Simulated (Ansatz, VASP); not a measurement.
## In3Se in VASP and in Ansatz

Contents of INCAR:

```
SYSTEM = In3Se
  PREC = Accurate
  ENCUT = 520
  EDIFF = 1E-6
  ISMEAR = -1
  SIGMA = 0.05
  LREAL = .False.
  LASPH = .True.
  NELM = 100
  ALGO = Normal
  ISIF = 2
  LWAVE = .False.
  LCHARG = .True.
  GGA = PS
  LELF = .True.
  LVHAR = .True.
  NBANDS = 30
```

File KPOINTS:

```
Automatic mesh
0
Gamma
  6 6 6
  0 0 0
```

The input POSCAR:

```
In3Se
1.0
    4.7715170420      0.0000000000      0.0000000000
    0.0000000000      4.7715170420      0.0000000000
    0.0000000000      0.0000000000      4.7715170420
In Se
3 1
Direct
    0.5000000000      0.5000000000      0.0000000000
    0.5000000000      0.0000000000      0.5000000000
    0.0000000000      0.5000000000      0.5000000000
    0.0000000000      0.0000000000      0.0000000000
```

input.yaml

```yaml
crystal:
  lattice:
    - [4.771517042, 0.0, 0.0]
    - [0.0, 4.771517042, 0.0]
    - [0.0, 0.0, 4.771517042]
  atoms:
    - { symbol: In, position: [0.5, 0.5, 0.0] }
    - { symbol: In, position: [0.5, 0.0, 0.5] }
    - { symbol: In, position: [0.0, 0.5, 0.5] }
    - { symbol: Se, position: [0.0, 0.0, 0.0] }
hamiltonian:
  xc: pbesol
  pseudopotentials: { kind: paw }
kpoints:
  mp_grid: { grid: [6, 6, 6] }
scf:
  occupations: { method: fermi_dirac, width: 0.05 }
output:
  forces: true
  stress: true
  eigenvalues: true
  write_density: true
  write_potential: true
  elf: true
  volumetric_format: npy
```

The cell comes from a database or a generator and needn't be the stable form of this composition.

Alike in both runs: task single point; functional PBEsol; k mesh 6 × 6 × 6; occupations fermi-dirac, width 0.05 eV; no spin polarisation.

|  | VASP | Ansatz |
| --- | --- | --- |
| version | VASP 6.6.1 | Ansatz 0.2.0 |
| potentials or method | VASP PAW PBE potentials, release 64 (In_d, Se) | Ansatz PAW |
| plane-wave cutoff (eV) | 520 | 420 |
| valence electrons in the cell | 45 | 55 |

|  | VASP | Ansatz | Ansatz less VASP |
| --- | --- | --- | --- |
| gap on the k mesh at the Fermi level (eV) | none | none | - |
| pressure (GPa) | -2.4 | -2.4 | +0.03 |

A gap of «none» marks a metal or a gap that the smearing closes. The two sets of potentials don't hold the same shells in valence.

Caveats: the PAW data sets were made with another functional, which shifts forces and pressure a little (VASP); the PAW data sets come from PBE, with cores solved anew for the run's functional, which leaves a small shift of forces and pressure (Ansatz).
